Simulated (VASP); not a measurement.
# Ca (Fm-3m) in VASP: reference runs

Reference runs on Ca: the cell as given and a disturbed copy.

Program: VASP 6.6.1. These are calculated values, not measurements. Logs are shortened: lines on timing, memory, paths and dates and some standing lists are left out, and cuts for length are marked.

## Step 1: The crystal as given

It takes space group Fm-3m (No. 225, cubic). Conventional cell: a = 5.588 Å, b = 5.588 Å, c = 5.588 Å, α = 90.00°, β = 90.00°, γ = 90.00°. Ca (site symmetry m-3m) has 12 Ca at 3.95 Å as nearest neighbours.

## Step 2: Single point, PBE

INCAR reads:

```
SYSTEM = Ca
ALGO = Normal
EDIFF = 1E-7
ENCUT = 520
GGA = PE
ISIF = 2
ISMEAR = -1
LASPH = .True.
LCHARG = .False.
LREAL = .False.
LWAVE = .False.
NBANDS = 11
NELM = 100
PREC = Accurate
SIGMA = 0.05
```

KPOINTS reads:

```
k-points
0
Gamma
  8 8 8
  0 0 0
```

POSCAR reads:

```
Ca
1.0
    0.0000000000      2.7942000000      2.7942000000
    2.7942000000      0.0000000000      2.7942000000
    2.7942000000      2.7942000000      0.0000000000
Ca
1
Direct
    0.0000000000      0.0000000000      0.0000000000
```

Potentials or basis: VASP PAW PBE potentials, release 64 (Ca_sv).

Command:

```console
> cat potpaw_PBE.64/Ca_sv/POTCAR > POTCAR
> mpirun -np 1 vasp_std > vasp.out
```

OUTCAR:

```text
SYSTEM = Ca
   EDIFF = 1E-7
   ENCUT = 520
   GGA = PE
   ISIF = 2
   ISMEAR = -1
   LASPH = .True.
   LREAL = .False.
   NELM = 100
   PREC = Accurate

 ion  position               nearest neighbor table
   1  0.000  0.000  0.000-

  LATTYP: Found a face centered cubic cell.
 ALAT       =     5.5884000000

  Lattice vectors:

 A1 = (   0.0000000000,   2.7942000000,   2.7942000000)
 A2 = (   2.7942000000,   0.0000000000,   2.7942000000)
 A3 = (   2.7942000000,   2.7942000000,   0.0000000000)

Analysis of symmetry for initial positions (statically):
=====================================================================
 Subroutine PRICEL returns:
 Original cell was already a primitive cell.

 Routine SETGRP: Setting up the symmetry group for a
 face centered cubic supercell.

 Subroutine GETGRP returns: Found 48 space group operations
 (whereof 48 operations were pure point group operations)
 out of a pool of 48 trial point group operations.

The static configuration has the point symmetry O_h .

Analysis of symmetry for dynamics (positions and initial velocities):
=====================================================================
 Subroutine PRICEL returns:
 Original cell was already a primitive cell.

 Routine SETGRP: Setting up the symmetry group for a
 face centered cubic supercell.

 Subroutine GETGRP returns: Found 48 space group operations
 (whereof 48 operations were pure point group operations)
 out of a pool of 48 trial point group operations.

The dynamic configuration has the point symmetry O_h .

 Subroutine INISYM returns: Found 48 space group operations
 (whereof 48 operations are pure point group operations),
 and found     1 'primitive' translations

----------------------------------------------------------------------------------------

                                     Primitive cell

  volume of cell :      43.6317

  direct lattice vectors                    reciprocal lattice vectors
     0.000000000  2.794200000  2.794200000    -0.178942094  0.178942094  0.178942094
     2.794200000  0.000000000  2.794200000     0.178942094 -0.178942094  0.178942094
     2.794200000  2.794200000  0.000000000     0.178942094  0.178942094 -0.178942094

  length of vectors
     3.951595536  3.951595536  3.951595536     0.309936799  0.309936799  0.309936799

  position of ions in fractional coordinates (direct lattice)
     0.000000000  0.000000000  0.000000000

  ion indices of the primitive-cell ions
[... 84 lines left out ...]
   ISIF   =      2    stress and relaxation
   ISYM   =      2    0-nonsym 1-usesym 2-fastsym
   POTIM  = 0.5000    time-step for ionic-motion
   TEBEG  =    0.0;   TEEND  =   0.0 temperature during run
   PSTRESS=    0.0 pullay stress
   NELECT =      10.0000    total number of electrons
   NUPDOWN=      -1.0000    fix difference up-down
   EMIN   =  10.00;   EMAX   =-10.00  energy-range for DOS
   EFERMI =   0.00;   METHOD = LEGACY
   ISMEAR =    -1;   SIGMA  =   0.05  broadening in eV -4-tet -1-fermi 0-gaus
   EFERMI_NEDOS =   21; number of points for ismear=-14 and -15
   IALGO  =     38    algorithm
   IMIX   =      4    mixing-type and parameters
     AMIX     =   0.40;   BMIX     =  1.00
     AMIX_MAG =   1.60;   BMIX_MAG =  1.00
  volume/ion in A,a.u.               =      43.63       294.44
  Fermi-wavevector in a.u.,A,eV,Ry     =   1.001861  1.893242 13.656506  1.003725
  Thomas-Fermi vector in A             =   2.134310
   LORBIT       =      0    0 simple, 1 ext, 2 COOP (PROOUT), +10 PAW based schemes
   GGA     = PE    functional components
   LHFCALC =     F    Hartree Fock is set to
   AEXX    =    0.0000 exact exchange contribution
   IVDW    =     0    specifies the selected vdW correction
   LEPSILON=     F    determine dielectric tensor
   LRPA    =     F    only Hartree local field effects (RPA)
 non-spin polarized calculation
  energy-cutoff  :      520.00
  volume of cell :       43.63
 maximum number of plane-waves:      1211
 NGX is ok and might be reduce to    30
   NGX = 15   NGY = 15   NGZ = 15

 number of electron      10.0000000 magnetization

 number of electron       9.9999997 magnetization

 Free energy of the ion-electron system (eV)
  ---------------------------------------------------
  ext. energy  EPLUGINS =         0.00000000
  ---------------------------------------------------
  free energy    TOTEN  =        -1.93275638 eV

  energy without entropy =       -1.92072569  energy(sigma->0) =       -1.92674104

 E-fermi :   1.7876     XC(G=0):  -7.6327

 val. band max:        1.7443051543   @ k =  -0.3750   0.2500   0.1250
 cond. band min:       1.8480113122   @ k =   0.5000   0.1250   0.0000
 fundamental gap:      0.1037061579
 Fermi energy:         1.7875703775

 k-point     1 :       0.0000    0.0000    0.0000
  band No.  band energies     occupation
      1     -40.2598      2.00000
      2     -21.1809      2.00000
      3     -21.1809      2.00000
      4     -21.1809      2.00000
      5      -2.1364      2.00000
      6       4.1244      0.00000
      7       4.1244      0.00000
      8       4.1244      0.00000
      9       5.1533      0.00000
     10       5.1533      0.00000
     11      10.8038      0.00000
[... 379 lines left out ...]
 k-point    29 :      -0.2500    0.5000    0.2500
  band No.  band energies     occupation
      1     -40.2445      2.00000
      2     -21.2610      2.00000
      3     -21.2610      2.00000
      4     -21.2268      2.00000
      5       2.0477      0.01094
      6       2.5106      0.00000
      7       2.5106      0.00000
      8       4.3143      0.00000
      9       5.9885      0.00000
     10       6.8876      0.00000
     11       6.8876      0.00000

------------------------ aborting loop because EDIFF is reached ----------------------------------------

  FORCE on cell =-STRESS in cart. coord.  units (eV):
  Direction    XX          YY          ZZ          XY          YZ          ZX
  --------------------------------------------------------------------------------------
  -------------------------------------------------------------------------------------
  Total       -0.1490394     -0.1490394     -0.1490394      0.0000000      0.0000000     -0.0000000
  in kB       -5.4727960     -5.4727960     -5.4727960      0.0000000      0.0000000     -0.0000000
  external PRESSURE =      -5.4727960 kB  Pullay stress =       0.0000000 kB

 VOLUME and BASIS-vectors are now :
 -----------------------------------------------------------------------------
  energy-cutoff  :      520.00
  volume of cell :       43.63
      direct lattice vectors                 reciprocal lattice vectors
     0.000000000  2.794200000  2.794200000    -0.178942094  0.178942094  0.178942094
     2.794200000  0.000000000  2.794200000     0.178942094 -0.178942094  0.178942094
     2.794200000  2.794200000  0.000000000     0.178942094  0.178942094 -0.178942094

 POSITION                                       TOTAL-FORCE (eV/Angst)
 -----------------------------------------------------------------------------------
      0.00000      0.00000      0.00000         0.000000      0.000000      0.000000
 -----------------------------------------------------------------------------------
    total drift:                               -0.000000     -0.000000      0.000000

  FREE ENERGIE OF THE ION-ELECTRON SYSTEM (eV)
  ---------------------------------------------------
  free  energy   TOTEN  =        -1.9327563830 eV

  energy  without entropy=       -1.9207256940  energy(sigma->0) =       -1.92674104
```

OSZICAR:

```text
N       E                     dE             d eps       ncg     rms          rms(c)
DAV:   1     0.664998344005E+02    0.66500E+02   -0.50464E+03   638   0.825E+02
DAV:   2    -0.342346993970E+00   -0.66842E+02   -0.66182E+02   710   0.207E+02
DAV:   3    -0.185762514125E+01   -0.15153E+01   -0.15031E+01   943   0.311E+01
DAV:   4    -0.194009711581E+01   -0.82472E-01   -0.82305E-01   855   0.560E+00
DAV:   5    -0.194109287281E+01   -0.99576E-03   -0.99566E-03   865   0.616E-01    0.222E+00
DAV:   6    -0.193462468013E+01    0.64682E-02   -0.10874E-02   795   0.113E+00    0.135E+00
DAV:   7    -0.193317287759E+01    0.14518E-02   -0.16700E-02   722   0.150E+00    0.101E-01
DAV:   8    -0.193274355951E+01    0.42932E-03   -0.19190E-03   753   0.413E-01    0.225E-02
DAV:   9    -0.193275608748E+01   -0.12528E-04   -0.93096E-05   827   0.827E-02    0.816E-03
DAV:  10    -0.193275696709E+01   -0.87961E-06   -0.75036E-06   989   0.196E-02    0.928E-04
DAV:  11    -0.193275649253E+01    0.47456E-06   -0.27284E-07   964   0.335E-03    0.125E-03
DAV:  12    -0.193275638843E+01    0.10410E-06   -0.12512E-08   427   0.123E-03    0.127E-04
DAV:  13    -0.193275638302E+01    0.54009E-08   -0.59460E-09   400   0.580E-04
   1 F= -.19327564E+01 E0= -.19267410E+01  d E =-.120307E-01
```

It took 9.8 s on 1 thread of Intel Xeon Platinum 8488C (Sapphire Rapids), shared host; peak memory 0.16 GiB.

What came out:

```
Free energy            : -1.9328 eV
Pressure               : -0.5 GPa
Band gap on the k mesh : none (metal or under the smearing width)
```

Levels at points of the mesh, in eV from the Fermi level:
```csv
k point,band 3,band 4,band 5,band 6,band 7,band 8
"(0.00, 0.00, 0.00)",-22.97,-22.97,-3.92,2.34,2.34,2.34
"(0.50, 0.00, 0.00)",-22.99,-22.99,-0.93,-0.14,2.23,2.23
"(0.50, 0.50, 0.00)",-23.01,-23.01,-0.38,0.64,0.95,4.02
```

## Step 3: Single point, PBE (cell strained at random at fixed volume)

INCAR reads:

```
PREC = Accurate
ENCUT = 520
EDIFF = 1E-7
ISMEAR = -1
SIGMA = 0.05
LREAL = False
LASPH = True
NELM = 100
ALGO = Normal
ISIF = 2
LWAVE = False
LCHARG = True
GGA = PE
LELF = True
LVHAR = True
NBANDS = 11
```

KPOINTS reads:

```
regular mesh
0
Gamma
  8 8 8
```

POSCAR reads:

```
Ca
1.0
    0.0226090000      2.8095600000      2.7447680000
    2.7524950000      0.0396230000      2.7277540000
    2.8498400000      2.8898890000     -0.0577210000
Ca
1
Direct
   -0.0007270000      0.0032390000     -0.0010580000
```

Potentials or basis: VASP PAW PBE potentials, release 64 (Ca_sv).

Command:

```console
> cat potpaw_PBE.64/Ca_sv/POTCAR > POTCAR
> mpirun -np 1 vasp_std > vasp.out
```

OUTCAR:

```text
PREC = Accurate
   ENCUT = 520
   EDIFF = 1E-7
   ISMEAR = -1
   LREAL = False
   LASPH = True
   NELM = 100
   ISIF = 2
   GGA = PE

 ion  position               nearest neighbor table
   1  0.999  0.003  0.999-

  LATTYP: Found a triclinic cell.
 ALAT       =     3.8891024714
 B/A-ratio  =     0.9964672604
 C/A-ratio  =     1.0237997206
 COS(alpha) =     0.0091132834
 COS(beta)  =     0.4871261850
[... 771 lines left out ...]
      8       4.3566      0.00000
      9       5.5633      0.00000
     10       5.8929      0.00000
     11       7.1582      0.00000

 [... further k-points ...]

------------------------ aborting loop because EDIFF is reached ----------------------------------------

  FORCE on cell =-STRESS in cart. coord.  units (eV):
  Direction    XX          YY          ZZ          XY          YZ          ZX
  --------------------------------------------------------------------------------------
  -------------------------------------------------------------------------------------
  Total       -0.1383498     -0.1681859     -0.1284597     -0.1669327      0.0705725      0.1112788
  in kB       -5.0802707     -6.1758629     -4.7170997     -6.1298448      2.5914564      4.0862099
  external PRESSURE =      -5.3244111 kB  Pullay stress =       0.0000000 kB

 VOLUME and BASIS-vectors are now :
 -----------------------------------------------------------------------------
  energy-cutoff  :      520.00
  volume of cell :       43.63
      direct lattice vectors                 reciprocal lattice vectors
     0.022609000  2.809560000  2.744768000    -0.180721547  0.181806672  0.179719809
     2.752495000  0.039623000  2.727754000     0.185512833 -0.179306551  0.182011104
     2.849840000  2.889889000 -0.057721000     0.173154559  0.171739438 -0.177219752

 POSITION                                       TOTAL-FORCE (eV/Angst)
 -----------------------------------------------------------------------------------
      2.87833      5.69448      2.69395         0.000000      0.000000     -0.000000
 -----------------------------------------------------------------------------------
    total drift:                                0.000003     -0.000002      0.000002

  FREE ENERGIE OF THE ION-ELECTRON SYSTEM (eV)
  ---------------------------------------------------
  free  energy   TOTEN  =        -1.9272790848 eV

  energy  without entropy=       -1.9163476032  energy(sigma->0) =       -1.92181334
```

Run time: 86 s. Hardware: 1 thread of Intel Xeon Platinum 8488C (Sapphire Rapids), shared host; peak memory 0.25 GiB.

What came out:

| Property | Result |
| --- | --- |
| Free energy | -1.9273 eV |
| Pressure | -0.5 GPa |
| Band gap on the k mesh | none (metal or under the smearing width) |

Stress tensor (GPa, compression positive):
```
-0.51 -0.61  0.41
-0.61 -0.62  0.26
 0.41  0.26 -0.47
```
